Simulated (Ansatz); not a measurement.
# CuO (P-6m2) in Ansatz: reference runs

Aim: a first look at CuO with PBE, on the cell as given and on a disturbed one.

Program: Ansatz 0.2.0. These are calculated values, not measurements. Logs are shortened: lines on timing, memory, paths and dates and some standing lists are left out, and cuts for length are marked.

### 1 Starting point

It takes space group P-6m2 (No. 187, hexagonal). Conventional cell: a = 2.836 Å, b = 2.836 Å, c = 2.768 Å, α = 90.00°, β = 90.00°, γ = 120.00°. Cu (site symmetry -6m2) has 6 O at 2.14 Å as nearest neighbours. Around O (site symmetry -6m2) lie 6 Cu at 2.14 Å.

Measurements of this composition are mostly on another form, of space group No. 15.

### 2 Single point, PBE

Contents of input.yaml:

```yaml
crystal:
  lattice:
    - [2.83632511, 0.0, 0.0]
    - [-1.41816255, 2.4563296, 0.0]
    - [0.0, 0.0, 2.76811278]
  atoms:
    - { symbol: Cu, position: [0.0, 0.0, 0.0] }
    - { symbol: O, position: [0.6666666667, 0.3333333333, 0.5] }
kpoints:
  mp_grid: { grid: [11, 11, 10] }
scf:
  occupations: { method: fermi_dirac, width: 0.05 }
hamiltonian:
  xc: pbe
  pseudopotentials: { kind: all_electron, lapw: { basis_error: 0.001 } }
output:
  forces: true
  stress: true
  eigenvalues: true
  populations: true
```

Potentials or basis: all-electron LAPW, scalar-relativistic.

The run is started by

```sh
> ansatz run input.yaml --threads 1 --pin off --max-ram 3072MiB --backend cpu --events-out ev --progress --plain --runs-dir out
```

Standard output:

```text
Warning: RAYON_NUM_THREADS=1 ignored (pool sized by the plan → 1); use --threads N
Cu: projections on atomic orbitals take those of the free atom 1s2 2s2 2p6 3s2 3p6 3d10 4s1, of charge +0.00 (hamiltonian.pseudopotentials.projection_atoms)
O: projections on atomic orbitals take those of the free atom 1s2 2s2 2p4, of charge +0.00 (hamiltonian.pseudopotentials.projection_atoms)
LAPW: plane waves up to 9.697 Å⁻¹, error target 1.0e-3 eV per atom; small_component_spin mean_spin; O in spheres of 0.969 Å, 8 of its electrons in bands, Dirac shells []; Cu in spheres of 1.175 Å, 19 of its electrons in bands, Dirac shells [] (how accurate: hamiltonian.pseudopotentials.lapw.basis_error, Limitations)
Engine: ansatz 0.2.0, x86_64-unknown-linux-gnu
Pseudopotentials: kind: all_electron
Pseudopotential: Cu, LAPW, valence charge 19, lapw/all_electron/scalar/gaussian/Cu, Koelling and Harmon's equation, gaussian nucleus
Pseudopotential: O, LAPW, valence charge 8, lapw/all_electron/scalar/gaussian/O, Koelling and Harmon's equation, gaussian nucleus
Functional definition: PBE
  parameter kappa = 0.804
  parameter beta = 0.06672455060314922
  exchange = pbe_x(kappa = kappa, mu = beta*pi^2/3)
  correlation = pbe_c(beta = beta)
Crystal: 2 atoms, lattice volume = 19.285 Å³
Basis set: ecut = 358.2758522482486 eV, 315 PW (Γ), exchange–correlation at level 2
Bands: 18, of which v1, the nominal top of the filled ones, is band 14 counted from 1 (13 counted from 0)
Symmetry: 12 space group operations
Space group: P-6m2 (ITA 187), of the structure as read, at distance tolerance 2.7e-5 Å
k-points: 96 of 1210 (time reversal used)
Non-local potential: Cu, projectors of the file, none
Non-local potential: O, projectors of the file, none
Initial density: superposition of atomic densities (chi_scale 0.1, normalization cell, long waves kept (reshape's long-wave potential 0.00 eV rms))
Initial wavefunctions: plane waves of lowest kinetic energy (no species holds an atomic orbital)
Functional: x = pbe(κ = 0.804, μ = 0.2195149727645171), c = pbe(β = 0.06672455060314922)
iter 1 solved again at ethr=1.91e-2 eV; its pass at ethr=1.00e-1 eV (dr2=5.16e0 eV) is discarded
SCF iter   1: F=—  HF=-47083.626830 eV  |F-HF|=—  |Δ(HF+E_count)|=         —  Δρ=1.49e-1  dr2=5.16e0  ethr=1.91e-2  ⟨swp⟩=2.0  Hψ=11241  notcnv=0
preconditioner: auto → none  [metal: Δε(μ)=0.004 eV  Ē_g=14.457 eV  σ=0.050 eV  W_gap=0.02  n_scr=8 (ndim 8)  ℏωp=34.9 eV  f_vac=0.000  D(μ)=4.54/eV (n_scr^D=82)  sad-step TF]
SCF iter   2: F=—  HF=-47084.581101 eV  |F-HF|=—  |Δ(HF+E_count)|=   9.54e-1  Δρ=9.19e-2  dr2=1.61e0  ethr=1.91e-2  ⟨swp⟩=2.7  Hψ=5175  notcnv=0
iter 3 solved again at ethr=3.96e-5 eV; its pass at ethr=5.96e-3 eV (dr2=1.07e-2 eV) is discarded
SCF iter   3: F=—  HF=-47080.779441 eV  |F-HF|=—  |Δ(HF+E_count)|=    3.80e0  Δρ=1.27e-2  dr2=1.07e-2  ethr=3.96e-5  ⟨swp⟩=2.1  Hψ=8888  notcnv=0
SCF iter   4: F=—  HF=-47080.614303 eV  |F-HF|=—  |Δ(HF+E_count)|=         —  Δρ=1.09e-2  dr2=2.98e-2  ethr=3.96e-5  ⟨swp⟩=3.0  Hψ=5873  notcnv=0
the basis was enlarged: its passes take 326.1 KiB over the memory plan, 1 of 1 planned eigensolver slots
SCF iter   5: F=—  HF=-47080.610675 eV  |F-HF|=—  |Δ(HF+E_count)|=   3.63e-3  Δρ=4.09e-3  dr2=3.99e-3  ethr=3.96e-5  ⟨swp⟩=2.0  Hψ=5160  notcnv=0
SCF iter   6: F=—  HF=-47080.608737 eV  |F-HF|=—  |Δ(HF+E_count)|=   1.94e-3  Δρ=1.68e-3  dr2=6.74e-4  ethr=1.48e-5  ⟨swp⟩=2.0  Hψ=4795  notcnv=0
SCF iter   7: F=—  HF=-47080.608656 eV  |F-HF|=—  |Δ(HF+E_count)|=   8.10e-5  Δρ=1.17e-3  dr2=3.27e-4  ethr=2.50e-6  ⟨swp⟩=2.0  Hψ=4793  notcnv=0
SCF iter   8: F=—  HF=-47080.608542 eV  |F-HF|=—  |Δ(HF+E_count)|=   1.14e-4  Δρ=1.75e-4  dr2=7.39e-6  ethr=1.21e-6  ⟨swp⟩=2.0  Hψ=4793  notcnv=0
SCF iter   9: F=—  HF=-47080.608540 eV  |F-HF|=—  |Δ(HF+E_count)|=   1.49e-6  Δρ=4.11e-5  dr2=4.10e-7  ethr=2.74e-8  ⟨swp⟩=2.0  Hψ=4793  notcnv=0
SCF iter  10: F=-47080.608540 eV  HF=-47080.608540 eV  |F-HF|=1.52e-9  |Δ(HF+E_count)|=   1.41e-7  Δρ=1.82e-6  dr2=5.87e-10  ethr=1.52e-9  ⟨swp⟩=2.0  Hψ=4793  notcnv=0
SCF 1 converged in 10 iterations: F = -47080.608540 eV  dr2 = 5.87e-10
SCF converged after 10 iterations
Free energy (F): -47080.608540 eV
Harris-Foulkes:  -47080.608540 eV  (|F-HF|=1.52e-9)
Internal energy: -47080.584895 eV  (E = F + TS)
E sigma→0 (E₀):  -47080.596717 eV
Entropy (-TS):   -0.023646 eV (-11.823 meV/atom)
Fermi energy:    12.549288 eV
--- Per-component energies (eV) ---
  E_band       = -1392.167627
  E_kinetic    = 47850.751657
  E_xc         = -2071.651071
  E_electrostatic = -92859.685481  (all electrons and nuclei)
  E_smearing   = -0.023646  (= −TS)
  E_closure    = 0.000000  (closes the sum)
  E_atoms      = -47071.435960  (free atoms, spherical and without spin; not in F)
  Σ components = -47080.608540   (vs F -47080.608540, Δ=0.00e0)
  Basis errors (estimates in eV, not in F): energy 3.6e-4 per atom: plane waves 3.2e-4 (1.7e-4 summed), levels above the bands 7.8e-133, relativity 6.1e-8, radial functions 4.0e-5, core shells 3.2e-10; eigenvalues (radial functions only) 1.1e-5; not estimated: angular momenta, meshes, grids; target (lapw.basis_error) 1.0e-3; muffin-tin radii O 0.969 Å, Cu 1.175 Å
--- Forces (eV/Å), atoms counted from 1 ---
  atom   1  Cu     0.00000000    -0.00000000     0.00000000
  atom   2  O      0.00000000     0.00000000    -0.00000000
  max |Σ_I F_I| component: 1.39e-17 eV/Å
--- Stress (GPa, compression-positive) ---
        2.913290       0.000000      -0.000000
        0.000000       2.913290       0.000000
       -0.000000       0.000000      -7.416307
  P = ⅓ Tr σ = -0.5299 GPa (-5.299 kbar)
--- Band table (eV; the first three rows and the last of 96) ---
  k-point 0: bands = ["-493.6637", "-99.5206", "-57.0257", "-56.8274", "-56.8274", "-6.6935", "8.9701", "8.9701", "9.3534", "9.9212", "10.8317", "10.8317", "12.4074", "12.4074", "13.6035", "27.7045", "29.1927", "29.1927"]
  k-point 1: bands = ["-493.6637", "-99.5205", "-57.0278", "-56.8273", "-56.8273", "-6.6117", "8.6258", "9.0136", "9.0136", "10.0964", "10.7522", "10.7522", "12.4319", "12.4319", "14.2109", "27.0166", "29.4179", "29.4179"]
  k-point 2: bands = ["-493.6637", "-99.5201", "-57.0333", "-56.8269", "-56.8269", "-6.3872", "7.3103", "9.1263", "9.1263", "10.3693", "10.5769", "10.5769", "12.4628", "12.4628", "15.4523", "25.4389", "30.0847", "30.0847"]
  k-point 95: bands = ["-493.6637", "-99.5171", "-57.0442", "-56.8441", "-56.8397", "-4.8426", "6.7605", "6.8847", "8.3374", "10.4160", "10.9742", "11.0887", "12.0099", "13.0579", "18.4935", "20.3628", "25.1041", "27.3644"]
--- Löwdin populations: 2 sites ---
  site symbol       q [e]
     0     Cu     27.9801
     1      O      8.8929
  spilling = 0.003431 (of n_electrons = 37.000000)
```

Wall time 28 s (1 thread of AMD EPYC 7R43 (Zen 3), shared host); peak memory 0.36 GiB.

Results:

| Quantity | Value |
| --- | --- |
| Free energy | -47080.6085 eV |
| Pressure | -0.5 GPa |
| Band gap on the k mesh | none (metal or under the smearing width) |
| Loewdin charges | Cu +1.02; O -0.89 e |

Caveat: the atomic charges don't sum to the cell's charge; an odd number of electrons without spin polarisation forces a metal; a magnetic or distorted state may lie lower; the run has no spin polarisation, though such a crystal can be magnetic; semilocal functionals often make such compounds metallic where correlation or magnetic order opens a gap, which also shifts bond lengths.

### 3 Single point, PBE (atoms moved at random, drawn with an rms of 0.05 Å)

input.yaml: that of step 2 with these lines changed.

```diff
@@ -6,4 +6,4 @@
   atoms:
-    - { symbol: Cu, position: [0.0, 0.0, 0.0] }
-    - { symbol: O, position: [0.6666666667, 0.3333333333, 0.5] }
+    - { symbol: Cu, position: [0.011865, 0.004601, -0.01911] }
+    - { symbol: O, position: [0.645275, 0.327836, 0.507611] }
 kpoints:
```

Potentials or basis: all-electron LAPW, scalar-relativistic.

The run is started by

```sh
> ansatz run input.yaml --threads 1 --pin off --max-ram 3072MiB --backend cpu --events-out ev --progress --plain --runs-dir out
```

Standard output:

```text
Warning: RAYON_NUM_THREADS=1 ignored (pool sized by the plan → 1); use --threads N
Cu: projections on atomic orbitals take those of the free atom 1s2 2s2 2p6 3s2 3p6 3d10 4s1, of charge +0.00 (hamiltonian.pseudopotentials.projection_atoms)
O: projections on atomic orbitals take those of the free atom 1s2 2s2 2p4, of charge +0.00 (hamiltonian.pseudopotentials.projection_atoms)
LAPW: plane waves up to 10.268 Å⁻¹, error target 1.0e-3 eV per atom; small_component_spin mean_spin; O in spheres of 0.916 Å, 8 of its electrons in bands, Dirac shells []; Cu in spheres of 1.118 Å, 19 of its electrons in bands, Dirac shells [] (how accurate: hamiltonian.pseudopotentials.lapw.basis_error, Limitations)
[... 9 set-up lines as earlier in the session ...]
Crystal: 2 atoms, lattice volume = 19.285 Å³
Basis set: ecut = 401.67271764576304 eV, 357 PW (Γ), exchange–correlation at level 2
Bands: 18, of which v1, the nominal top of the filled ones, is band 14 counted from 1 (13 counted from 0)
Symmetry: 1 space group operations
Space group: P1 (ITA 1), of the structure as read, at distance tolerance 2.7e-5 Å
k-points: 606 of 1210 (time reversal used)
[... 5 set-up lines as earlier in the session ...]
iter 1 solved again at ethr=2.22e-2 eV; its pass at ethr=1.00e-1 eV (dr2=5.99e0 eV) is discarded
SCF iter   1: F=—  HF=-47083.640550 eV  |F-HF|=—  |Δ(HF+E_count)|=         —  Δρ=1.59e-1  dr2=5.99e0  ethr=2.22e-2  ⟨swp⟩=2.0  Hψ=70281  notcnv=0
preconditioner: auto → none  [metal: Δε(μ)=0.003 eV  Ē_g=14.479 eV  σ=0.050 eV  W_gap=0.01  n_scr=8 (ndim 8)  ℏωp=34.9 eV  f_vac=0.000  D(μ)=4.36/eV (n_scr^D=82)  sad-step TF]
SCF iter   2: F=—  HF=-47084.193082 eV  |F-HF|=—  |Δ(HF+E_count)|=   5.53e-1  Δρ=9.44e-2  dr2=1.70e0  ethr=2.22e-2  ⟨swp⟩=2.4  Hψ=32377  notcnv=0
iter 3 solved again at ethr=5.51e-5 eV; its pass at ethr=6.30e-3 eV (dr2=1.49e-2 eV) is discarded
SCF iter   3: F=—  HF=-47080.733685 eV  |F-HF|=—  |Δ(HF+E_count)|=    3.46e0  Δρ=1.39e-2  dr2=1.49e-2  ethr=5.51e-5  ⟨swp⟩=2.0  Hψ=56663  notcnv=0
SCF iter   4: F=—  HF=-47080.606733 eV  |F-HF|=—  |Δ(HF+E_count)|=         —  Δρ=7.11e-3  dr2=1.17e-2  ethr=5.51e-5  ⟨swp⟩=2.9  Hψ=33783  notcnv=0
the basis was enlarged: its passes take 236.6 KiB over the memory plan, 1 of 1 planned eigensolver slots
SCF iter   5: F=—  HF=-47080.602848 eV  |F-HF|=—  |Δ(HF+E_count)|=   3.88e-3  Δρ=2.07e-3  dr2=9.59e-4  ethr=4.32e-5  ⟨swp⟩=2.0  Hψ=30404  notcnv=0
SCF iter   6: F=—  HF=-47080.602586 eV  |F-HF|=—  |Δ(HF+E_count)|=   2.62e-4  Δρ=1.83e-3  dr2=8.16e-4  ethr=3.55e-6  ⟨swp⟩=2.0  Hψ=30286  notcnv=0
SCF iter   7: F=—  HF=-47080.602373 eV  |F-HF|=—  |Δ(HF+E_count)|=   2.12e-4  Δρ=7.24e-4  dr2=1.28e-4  ethr=3.02e-6  ⟨swp⟩=2.0  Hψ=30282  notcnv=0
SCF iter   8: F=—  HF=-47080.602335 eV  |F-HF|=—  |Δ(HF+E_count)|=   3.82e-5  Δρ=1.20e-4  dr2=3.53e-6  ethr=4.72e-7  ⟨swp⟩=2.0  Hψ=30282  notcnv=0
SCF iter   9: F=—  HF=-47080.602334 eV  |F-HF|=—  |Δ(HF+E_count)|=   1.20e-6  Δρ=2.26e-5  dr2=1.24e-7  ethr=1.31e-8  ⟨swp⟩=2.0  Hψ=30282  notcnv=0
SCF iter  10: F=-47080.602334 eV  HF=-47080.602334 eV  |F-HF|=6.11e-10  |Δ(HF+E_count)|=   4.02e-8  Δρ=1.38e-6  dr2=4.23e-10  ethr=4.60e-10  ⟨swp⟩=2.0  Hψ=30282  notcnv=0
SCF 1 converged in 10 iterations: F = -47080.602334 eV  dr2 = 4.23e-10
SCF converged after 10 iterations
Free energy (F): -47080.602334 eV
Harris-Foulkes:  -47080.602334 eV  (|F-HF|=6.11e-10)
Internal energy: -47080.580093 eV  (E = F + TS)
E sigma→0 (E₀):  -47080.591213 eV
Entropy (-TS):   -0.022241 eV (-11.121 meV/atom)
Fermi energy:    12.573171 eV
--- Per-component energies (eV) ---
  E_band       = -1392.399492
  E_kinetic    = 47851.078452
  E_xc         = -2071.709069
  E_electrostatic = -92859.949476  (all electrons and nuclei)
  E_smearing   = -0.022241  (= −TS)
  E_closure    = 0.000000  (closes the sum)
  E_atoms      = -47071.435960  (free atoms, spherical and without spin; not in F)
  Σ components = -47080.602334   (vs F -47080.602334, Δ=0.00e0)
  Basis errors (estimates in eV, not in F): energy 4.0e-4 per atom: plane waves 3.5e-4 (2.0e-4 summed), levels above the bands 4.7e-132, relativity 4.9e-8, radial functions 4.1e-5, core shells 1.6e-9; eigenvalues (radial functions only) 7.2e-6; not estimated: angular momenta, meshes, grids; target (lapw.basis_error) 1.0e-3; muffin-tin radii O 0.916 Å, Cu 1.118 Å
--- Forces (eV/Å), atoms counted from 1 ---
  atom   1  Cu     0.05449895    -0.02577806     0.27320036
  atom   2  O     -0.05449993     0.02577746    -0.27319835
  max |Σ_I F_I| component: 2.01e-6 eV/Å
--- Stress (GPa, compression-positive) ---
        3.978496      -0.444666      -0.749120
       -0.444666       3.647824      -0.274948
       -0.749120      -0.274948      -6.440702
  P = ⅓ Tr σ = 0.3952 GPa (3.952 kbar)
--- Band table (eV; the first three rows and the last of 606) ---
  k-point 0: bands = ["-493.6557", "-99.5294", "-57.0305", "-56.9006", "-56.7754", "-6.7096", "8.9213", "8.9350", "9.2035", "10.0363", "10.8103", "10.8890", "12.2600", "12.5603", "13.6259", "27.5960", "28.9663", "29.4923"]
  k-point 1: bands = ["-493.6557", "-99.5292", "-57.0326", "-56.9005", "-56.7753", "-6.6280", "8.5389", "8.9795", "8.9905", "10.1297", "10.7002", "10.8200", "12.3439", "12.5420", "14.2300", "26.9486", "29.2088", "29.6861"]
  k-point 2: bands = ["-493.6557", "-99.5289", "-57.0380", "-56.9001", "-56.7749", "-6.4044", "7.2804", "9.0180", "9.1470", "10.3548", "10.5239", "10.6611", "12.4694", "12.4914", "15.4679", "25.4107", "29.9265", "30.2951"]
  k-point 605: bands = ["-493.6557", "-99.5274", "-57.0304", "-56.9209", "-56.7825", "-5.5179", "5.9645", "8.3150", "9.1282", "9.9473", "10.8414", "11.1702", "11.4728", "12.6328", "18.7083", "21.9050", "27.1051", "29.0838"]
--- Löwdin populations: 2 sites ---
  site symbol       q [e]
     0     Cu     27.9786
     1      O      8.8940
  spilling = 0.003443 (of n_electrons = 37.000000)
```

Wall time 3.7 min (1 thread of AMD EPYC 7R43 (Zen 3), shared host); peak memory 1 GiB.

What came out:

| Quantity | Value |
| --- | --- |
| Free energy | -47080.6023 eV |
| Pressure | 0.4 GPa |
| Largest force | 0.280 eV/Å |
| Band gap on the k mesh | none (metal or under the smearing width) |
| Loewdin charges | Cu +1.02; O -0.89 e |

Forces in eV/Å, atoms in the order of the input:
```
Cu   0.054 -0.026  0.273
O   -0.054  0.026 -0.273
```

Stress tensor (GPa, compression positive):
```
 3.98 -0.44 -0.75
-0.44  3.65 -0.27
-0.75 -0.27 -6.44
```

Caveat: the atomic charges don't sum to the cell's charge; an odd number of electrons without spin polarisation forces a metal; a magnetic or distorted state may lie lower; the run has no spin polarisation, though such a crystal can be magnetic; semilocal functionals often make such compounds metallic where correlation or magnetic order opens a gap, which also shifts bond lengths.
